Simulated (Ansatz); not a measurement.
**ZnSe: enthalpy under pressure, worked through**

The calculation used DFT PBEsol, scalar-relativistic, plane waves, PAW in Ansatz 0.2.0. Settings: 420 eV cutoff, 8×8×8 k-mesh, Gaussian smearing of 0.02 eV, no spin polarisation.

The relaxed crystal:

```xyz
2
Lattice="0.0000 2.8166 2.8166 2.8166 0.0000 2.8166 2.8166 2.8166 0.0000" Properties=species:S:1:pos:R:3 pbc="T T T"
Zn    0.0000    0.0000    0.0000
Se    4.2249    4.2249    4.2249
```

Cell and atoms were relaxed at each target pressure within the start's symmetry (F-43m), at zero temperature; other phases can be more stable under pressure. H = E + PV with P the target; E is the free energy at the smearing used, whose derivative the pressure is, per atom and counted from zero pressure. The mesh named is that at zero pressure; some other pressures ran on another.

```tsv
P (GPa)	V (Å³/atom)	E − E0 (meV)	H − H0 (meV)
0	22.345	0.0	0.0
1	22.019	1.0	138.4
4	21.161	14.2	542.5
12	19.520	93.4	1555.4
25	17.786	287.7	3062.9
50	15.774	743.9	5666.4
90	13.924	1530.4	9352.3
```

Thermodynamics gives dH/dP = V along a relaxed path. Integrate V over P by the trapezoid rule and compare with the computed enthalpies.

With 1 eV/Å³ = 160.22 GPa, each step adds the mean volume times ΔP / 160.22:
```
P (GPa)  ∫V dP (meV) H − H0 (meV) difference (meV)
      1        138.4         138.4               0.0
      4        542.7         542.5               0.2
     12       1558.4        1555.4               3.0
     25       3071.9        3062.9               8.9
     50       5690.1        5666.4              23.7
     90       9397.3        9352.3              45.1
```

V(P) curves upward, so the trapezoid rule runs high; integrating a smooth curve through the same points puts that excess at about 44.1 meV at 90 GPa, against the 45.1 meV found.

At 90 GPa, how much of the enthalpy change is stored energy and how much is the PV term?

E rises by 1530 meV/atom and PV is 90 × 13.924 / 160.22 = 7822 meV/atom, so PV makes 84 % of ΔH. So between rival structures at high pressure a small difference in volume can outweigh the difference in energy: 1 % of this volume is worth 78.2 meV/atom at this pressure.

What bulk modulus do the lowest pressures give?

From the pressures that the runs reached, -1.00 GPa (22.706 Å³) and 1.00 GPa (22.019 Å³), B = −ΔP/Δln V = 2.00 / 0.0307 = 65 GPa, a mean over that range.

The gap is 1.176 eV at -1.00 GPa and 1.298 eV at 1.00 GPa. What pressure coefficient and volume deformation potential follow?

dE_g/dP = 60.9 meV/GPa, and a_V = dE_g/d ln V = −B dE_g/dP = -3.96 eV. A gap that opens under pressure, with a_V of several eV below zero, is what an s-like antibonding conduction edge gives, since compression pushes it up. If the edges move to other points of the zone within the range, this is a mean of two slopes. Gaps are Kohn–Sham gaps over the whole zone.

Enthalpy starts out almost purely as PV work because the stored energy has zero slope at the equilibrium volume and grows only quadratically with small compression. Its share then rises steadily, reaching 1530.4 of 9352.3 meV/atom at 90 GPa. The flattening V(P) curve reflects the same stiffening: as the Zn–Se bonds shorten, Pauli repulsion between overlapping electron shells rises faster than the bonding gain.

The gap near zero pressure is less than half the known value for zincblende ZnSe. This is mainly the usual semilocal underestimate from the missing derivative discontinuity, probably increased by Zn 3d states that lie too high and push the Se p valence edge up. The pressure slope is less affected, since much of that error cancels between neighbouring volumes.

ZnSe is known to adopt the denser, six-coordinate rocksalt structure well below the highest pressures here, as the PV argument would favour, so the upper rows describe a metastable zincblende branch rather than the equilibrium equation of state.
